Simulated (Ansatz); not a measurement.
AlSb (zinc blende, space group No. 216), PBEsol (plane waves, PAW; program Ansatz). The conduction-band minimum lies on the Γ–X line, 90 % of the way from Γ, with 6 equivalent valleys. Second derivatives d²E/dk² of the lowest band at one valley (eV·Å²), along Cartesian directions:

```
direction  d²E/dk²
---------  -------
[100]        4.318
[010]        34.39
[001]        34.39
[110]        19.37
[101]        19.37
[011]        34.15
```

### Question
Find the principal effective masses, the density-of-states mass and the conductivity mass.

### Answer
Off-diagonal terms follow from H_xy = H[110] − (H_xx + H_yy)/2, and m*/mₑ = 7.620 eV·Å² over each eigenvalue: 0.22, 0.22, 1.8. One valley's DOS mass (m₁m₂m₃)^(1/3) = 0.44, conductivity mass 3/(Σ 1/mᵢ) = 0.31 mₑ.

### Question
What effective density of states Nc follows at 300 K for parabolic valleys?

### Answer
Nc = 2.509e19 × 6 × (0.44)^(3/2) ≈ 4.4e19 cm⁻³.

Space group F-43m (zinc blende). The PBEsol relaxation kept the symmetry of its start. Scalar-relativistic: spin–orbit coupling is off unless named, which matters more the heavier the elements.

Potentials: the later of the program's two PAW sets.

Edges and masses are those of Kohn–Sham bands, whose gap is no quasiparticle gap.
